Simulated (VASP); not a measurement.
# KCl in VASP: notebook, part 2 of 2

VASP 6.6.1.

## Step 3: Work function, PBE

Contents of INCAR:

```
SYSTEM = KCl
  PREC = Accurate
  ENCUT = 520
  EDIFF = 1E-6
  ISMEAR = -1
  SIGMA = 0.05
  LREAL = .False.
  LASPH = .True.
  NELM = 60
  ALGO = Normal
  ISIF = 2
  LWAVE = .False.
  LCHARG = .False.
  LDIPOL = .True.
  IDIPOL = 3
  DIPOL = 0.5 0.5 0.500
  GGA = PE
  EFIELD = -0.1
  LVHAR = .True.
  LVACPOTAV = .True.
```

Contents of KPOINTS:

```
regular mesh
0
Gamma
  6 6 1
  0 0 0
```

Contents of POSCAR:

```
KCl
1.0
    4.4633994242      0.0000000000      0.0000000000
    0.0000000000      4.4633994242      0.0000000000
    0.0000000000      0.0000000000     24.4683000000
K Cl
4 4
Direct
    0.5000000000      0.5000000000      0.3065190471
    0.0000000000      0.0000000000      0.4355063490
    0.5000000000      0.5000000000      0.5644936510
    0.0000000000      0.0000000000      0.6934809529
    0.0000000000      0.0000000000      0.3065190471
    0.5000000000      0.5000000000      0.4355063490
    0.0000000000      0.0000000000      0.5644936510
    0.5000000000      0.5000000000      0.6934809529
```

Potentials or basis: VASP PAW PBE potentials, release 64 (K_sv, Cl).

Command:

```bash
> cat potpaw_PBE.64/K_sv/POTCAR potpaw_PBE.64/Cl/POTCAR > POTCAR
> mpirun -np 1 vasp_std > vasp.out
```

OUTCAR:

```text
SYSTEM = KCl
   PREC = Accurate
   ENCUT = 520
   EDIFF = 1E-6
   ISMEAR = -1
   LREAL = .False.
   LASPH = .True.
   NELM = 60
   ISIF = 2
   GGA = PE

 ion  position               nearest neighbor table
   1  0.500  0.500  0.307-   6 3.16   5 3.16   5 3.16   5 3.16   5 3.16
   2  0.000  0.000  0.436-   5 3.16   6 3.16   6 3.16   6 3.16   6 3.16   7 3.16
   3  0.500  0.500  0.564-   8 3.16   7 3.16   7 3.16   7 3.16   7 3.16   6 3.16
   4  0.000  0.000  0.693-   7 3.16   8 3.16   8 3.16   8 3.16   8 3.16
   5  0.000  0.000  0.307-   2 3.16   1 3.16   1 3.16   1 3.16   1 3.16
   6  0.500  0.500  0.436-   1 3.16   2 3.16   2 3.16   2 3.16   2 3.16   3 3.16
   7  0.000  0.000  0.564-   4 3.16   3 3.16   3 3.16   3 3.16   3 3.16   2 3.16
   8  0.500  0.500  0.693-   3 3.16   4 3.16   4 3.16   4 3.16   4 3.16

  LATTYP: Found a simple tetragonal cell.
 ALAT       =     4.4633994242
 C/A-ratio  =     5.4819875334

  Lattice vectors:

 A1 = (   4.4633994242,   0.0000000000,   0.0000000000)
 A2 = (   0.0000000000,   4.4633994242,   0.0000000000)
 A3 = (   0.0000000000,   0.0000000000,  24.4683000000)

Analysis of symmetry for initial positions (statically):
=====================================================================
 Subroutine PRICEL returns:
 Original cell was already a primitive cell.

 Routine SETGRP: Setting up the symmetry group for a
 simple tetragonal supercell.

 Subroutine GETGRP returns: Found 16 space group operations
 (whereof  8 operations were pure point group operations)
 out of a pool of 16 trial point group operations.

The static configuration has the point symmetry C_4v.
 The point group associated with its full space group is D_4h.

Analysis of symmetry for dynamics (positions and initial velocities):
=====================================================================
 An external electric field (EFIELD) may reduce the allowed symmetry operations
 Subroutine PRICEL returns:
 Original cell was already a primitive cell.

[... 133 lines left out ...]
   LEPSILON=     F    determine dielectric tensor
   LRPA    =     F    only Hartree local field effects (RPA)
 non-spin polarized calculation
  energy-cutoff  :      520.00
  volume of cell :      487.46
 maximum number of plane-waves:     13159
 NGX is ok and might be reduce to    36
   NGX = 17   NGY = 17   NGZ = 91

 dipolmoment           0.000000      0.000000      0.000000 electrons x Angstroem

 number of electron      63.9999989 magnetization

 dipolmoment           0.000000      0.000000     -0.081214 electrons x Angstroem

 Free energy of the ion-electron system (eV)
  ---------------------------------------------------
  ext. energy  EPLUGINS =         0.00000000
  ---------------------------------------------------
  free energy    TOTEN  =       -26.94586420 eV

  energy without entropy =      -26.94586420  energy(sigma->0) =      -26.94586420

 E-fermi :  -2.5139     XC(G=0):  -4.2512

 val. band max:       -3.7223530487   @ k =   0.0000   0.0000   0.0000
 cond. band min:       0.8311435177   @ k =   0.0000   0.0000   0.0000
 fundamental gap:      4.5534965665
 Fermi energy:        -2.5139139243

 k-point     1 :       0.0000    0.0000    0.0000
  band No.  band energies     occupation
      1     -31.6417      2.00000
      2     -31.2431      2.00000
      3     -31.1855      2.00000
      4     -31.0485      2.00000
      5     -16.1285      2.00000
      6     -16.0693      2.00000
[... 399 lines left out ...]
     37       3.7563      0.00000
     38       4.2444      0.00000

------------------------ aborting loop because EDIFF is reached ----------------------------------------

  FORCE on cell =-STRESS in cart. coord.  units (eV):
  Direction    XX          YY          ZZ          XY          YZ          ZX
  --------------------------------------------------------------------------------------
  -------------------------------------------------------------------------------------
  Total        0.1213646      0.1213646      0.4761500      0.0000000      0.0000000      0.0000000
  in kB        0.3989030      0.3989030      1.5650172      0.0000000      0.0000000      0.0000000
  external PRESSURE =       0.7876077 kB  Pullay stress =       0.0000000 kB

 VOLUME and BASIS-vectors are now :
 -----------------------------------------------------------------------------
  energy-cutoff  :      520.00
  volume of cell :      487.46
      direct lattice vectors                 reciprocal lattice vectors
     4.463399424  0.000000000  0.000000000     0.224044479  0.000000000  0.000000000
     0.000000000  4.463399424  0.000000000     0.000000000  0.224044479  0.000000000
     0.000000000  0.000000000 24.468300000     0.000000000  0.000000000  0.040869206

 POSITION                                       TOTAL-FORCE (eV/Angst)
 -----------------------------------------------------------------------------------
      2.23170      2.23170      7.50000        -0.000000     -0.000000      0.079635
      0.00000      0.00000     10.65610         0.000000      0.000000      0.034778
      2.23170      2.23170     13.81220         0.000000      0.000000      0.062321
      0.00000      0.00000     16.96830         0.000000      0.000000      0.016457
      0.00000      0.00000      7.50000         0.000000      0.000000     -0.125256
      2.23170      2.23170     10.65610         0.000000      0.000000     -0.074136
      0.00000      0.00000     13.81220         0.000000      0.000000     -0.023260
      2.23170      2.23170     16.96830         0.000000      0.000000      0.029460
 -----------------------------------------------------------------------------------
    total drift:                                0.000000      0.000000     -0.000051

  FREE ENERGIE OF THE ION-ELECTRON SYSTEM (eV)
  ---------------------------------------------------
  free  energy   TOTEN  =       -26.9458641971 eV

  energy  without entropy=      -26.9458641971  energy(sigma->0) =      -26.94586420

 vacuum level on the upper side and lower side of the slab         2.830         1.589
```

stdout:

```text
POSCAR found type information on POSCAR K Cl
 POSCAR found :  2 types and       8 ions
 scaLAPACK will be used
 LDA part: xc-table for (Slater+PW92), standard interpolation
 POSCAR, INCAR and KPOINTS ok, starting setup
 FFT: planning ... GRIDC
 FFT: planning ... GRID_SOFT
 FFT: planning ... GRID
 WAVECAR not read
 entering main loop
 -----------------------------------------------------------------------------
|                                                                             |
|           W    W    AA    RRRRR   N    N  II  N    N   GGGG   !!!           |
|           W    W   A  A   R    R  NN   N  II  NN   N  G    G  !!!           |
|           W    W  A    A  R    R  N N  N  II  N N  N  G       !!!           |
|           W WW W  AAAAAA  RRRRR   N  N N  II  N  N N  G  GGG   !            |
|           WW  WW  A    A  R   R   N   NN  II  N   NN  G    G                |
|           W    W  A    A  R    R  N    N  II  N    N   GGGG   !!!           |
|                                                                             |
|     Did not find any points to average over, which means that no vacuum     |
|     field-free region was found. Please increase the size of  your cell     |
|     in the dimension of the dipole correction to obtain accurate            |
|     workfunction values.                                                    |
|                                                                             |
 -----------------------------------------------------------------------------
```

Run time: 5.7 min. Hardware: 1 thread of AMD EPYC 7R43 (Zen 3), shared host; peak memory 0.55 GiB.

What came out:

- Free energy: -26.9459 eV
- Largest force: 0.125 eV/Å
- Band gap on the k mesh: 4.55 eV, direct
- Ionisation potential of the upper face: 6.55 eV

Forces in eV/Å, atoms in the order of the input:
```
K    0.000  0.000  0.080
K    0.000  0.000  0.035
K    0.000  0.000  0.062
K    0.000  0.000  0.016
Cl   0.000  0.000 -0.125
Cl   0.000  0.000 -0.074
Cl   0.000  0.000 -0.023
Cl   0.000  0.000  0.029
```

Expect the measured gap to be larger: semilocal functionals such as PBE lack the derivative discontinuity.
